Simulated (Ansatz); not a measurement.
# MoS2: how the settings move a single-point run

Aim: see which settings change the result for MoS2, by how much, and at what cost.

Method: reference: DFT, HSE06, plane waves, PAW, in Ansatz 0.2.0.

2 further runs of the same task are left out: 2 that didn't finish.

## 1. Starting point

Symmetry: R3m, No. 160, trigonal system. The conventional cell has a = 3.175 Å, b = 3.175 Å, c = 18.582 Å, α = 90.00°, β = 90.00°, γ = 120.00°. Mo (site symmetry 3m) is surrounded by 6 S at 2.40 Å. S (site symmetry 3m) is surrounded by 3 Mo at 2.40 Å.

As a file:

```
Mo S
1.0
     1.58759    0.91660    6.19394
    -1.58759    0.91660    6.19394
     0.00000   -1.83319    6.19394
Mo S
1 2
Direct
  0.99999 0.99999 0.99999
  0.41700 0.41700 0.41700
  0.24968 0.24968 0.24968
```

## 2. Reference

input.yaml reads:

```yaml
crystal:
  lattice:
    - [1.5875907347, 0.916595938, 6.1939395993]
    - [-1.5875907347, 0.916595938, 6.1939395993]
    - [0.0, -1.833191876, 6.1939395993]
  atoms:
    - { symbol: Mo, position: [-1.46007e-05, -1.46007e-05, -1.46007e-05] }
    - { symbol: S, position: [0.4170015121, 0.4170015121, 0.4170015121] }
    - { symbol: S, position: [0.2496797553, 0.2496797553, 0.2496797553] }
kpoints:
  mp_grid: { grid: [4, 4, 4] }
hamiltonian:
  xc: hse06
scf:
  occupations: { method: fixed }
  n_extra_bands: 4
output:
  forces: true
  stress: true
  eigenvalues: true
  write_density: true
  write_potential: true
  elf: true
  volumetric_format: npy
```

On the command line:

```console
$ ansatz run input.yaml --threads 4 --pin off --max-ram 3686MiB --backend cpu --events-out ev --progress --plain --runs-dir out
```

## 3. Variant: mp_grid.grid [6, 6, 6], xc r2scan, ecutwfc 500

input.yaml, as its differences from that of step 2:

```diff
@@ -10,5 +10,5 @@
 kpoints:
-  mp_grid: { grid: [4, 4, 4] }
+  mp_grid: { grid: [6, 6, 6] }
 hamiltonian:
-  xc: hse06
+  xc: r2scan
 scf:
@@ -20,5 +20,3 @@
   eigenvalues: true
-  write_density: true
-  write_potential: true
-  elf: true
-  volumetric_format: npy
+basis:
+  ecutwfc: 500
```

## 4. Changed: exchange pbe, correlation pbe, coeff 0.2, omega 0.1

input.yaml, as its differences from that of step 2:

```diff
@@ -12,3 +12,3 @@
 hamiltonian:
-  xc: hse06
+  xc: { exchange: pbe, correlation: pbe, exx: { coeff: 0.2, omega: 0.1 } }
 scf:
@@ -20,5 +20 @@
   eigenvalues: true
-  write_density: true
-  write_potential: true
-  elf: true
-  volumetric_format: npy
```

## 5. Changing settings: xc cam_b3lyp

input.yaml, as its differences from that of step 2:

```diff
@@ -12,3 +12,3 @@
 hamiltonian:
-  xc: hse06
+  xc: cam_b3lyp
 scf:
@@ -20,5 +20 @@
   eigenvalues: true
-  write_density: true
-  write_potential: true
-  elf: true
-  volumetric_format: npy
```

## 6. Variant: exchange pbe, correlation pbe, coeff 0.1, omega 0.5

input.yaml, as its differences from that of step 2:

```diff
@@ -12,3 +12,3 @@
 hamiltonian:
-  xc: hse06
+  xc: { exchange: pbe, correlation: pbe, exx: { coeff: 0.1, omega: 0.5 } }
 scf:
@@ -20,5 +20 @@
   eigenvalues: true
-  write_density: true
-  write_potential: true
-  elf: true
-  volumetric_format: npy
```

## 7. Changing settings: exchange pbe, correlation pbe, coeff 0.5, omega 0.5

input.yaml, as its differences from that of step 2:

```diff
@@ -12,3 +12,3 @@
 hamiltonian:
-  xc: hse06
+  xc: { exchange: pbe, correlation: pbe, exx: { coeff: 0.5, omega: 0.5 } }
 scf:
@@ -20,5 +20 @@
   eigenvalues: true
-  write_density: true
-  write_potential: true
-  elf: true
-  volumetric_format: npy
```

## 8. Variant: dispersion d4

input.yaml, as its differences from that of step 2:

```diff
@@ -13,2 +13,3 @@
   xc: hse06
+  dispersion: d4
 scf:
@@ -20,5 +21 @@
   eigenvalues: true
-  write_density: true
-  write_potential: true
-  elf: true
-  volumetric_format: npy
```

**Question.** What will these runs give? Wanted: for each run, ending; energy change; pressure; gap; force.

The runs gave:

```
                                                   run     ending                                     energy change  pressure (GPa)  gap (eV)  force (eV/Å)  cycles  time
                                             reference  converged                                                 0            -2.8      1.75          0.45      17  17 s
     1: mp_grid.grid [6, 6, 6], xc r2scan, ecutwfc 500  converged                                    not comparable             1.2      1.03          0.05       9   4 s
2: exchange pbe, correlation pbe, coeff 0.2, omega 0.1  converged                                    not comparable            -2.0      1.88          0.37      17  16 s
                                       3: xc cam_b3lyp  converged                                    not comparable            -0.5      4.14          0.45      25  21 s
4: exchange pbe, correlation pbe, coeff 0.1, omega 0.5  converged                                    not comparable             0.6      1.30          0.08      16  16 s
5: exchange pbe, correlation pbe, coeff 0.5, omega 0.5  converged                                    not comparable            -4.7      1.64          0.70      23  19 s
                                      6: dispersion d4  converged  -389.0 meV/atom (offset of the dispersion model)            -6.0      1.75          0.46      18  16 s
```

Times don't compare one to one where runs were asked for different outputs or read a saved state (see the inputs); cycles may leave out searches for a lower state.

Residual by cycle in the longest SCF loop of each run; runs are numbered as in the table. The quantity is the density residual dr2, in eV.

```
cycle  reference   run 1    run 2    run 3    run 4   run 5    run 6
    1      0.162  0.0757    0.113    0.216   0.0219   0.343    0.163
    2       0.43   0.286    0.298    0.243   0.0837   0.871    0.433
    3    0.00976  0.0116  0.00681   0.0162  0.00131  0.0256  0.00973
    4    0.00184  3.3e-4  0.00119  0.00854   4.2e-5  0.0078  0.00181
    5     1.1e-4  3.4e-5   7.3e-5  0.00124   5.8e-6  4.2e-4   1.2e-4
    6     2.0e-4  2.0e-5   1.3e-4   3.8e-4   1.4e-5  8.6e-4   2.0e-4
    7     1.0e-6  2.9e-6   1.7e-5   7.9e-5   1.0e-5  2.0e-5   5.6e-6
    8          -  1.6e-7   5.6e-7   2.0e-5   9.5e-7  6.8e-6   1.3e-6
    9          -  7.1e-9        -        -   5.5e-8       -        -
```

**Reading.** Of the variants the dearest is «xc cam_b3lyp» (21 s), the cheapest «mp_grid.grid [6, 6, 6], xc r2scan, ecutwfc 500» (4 s), on a shared host.
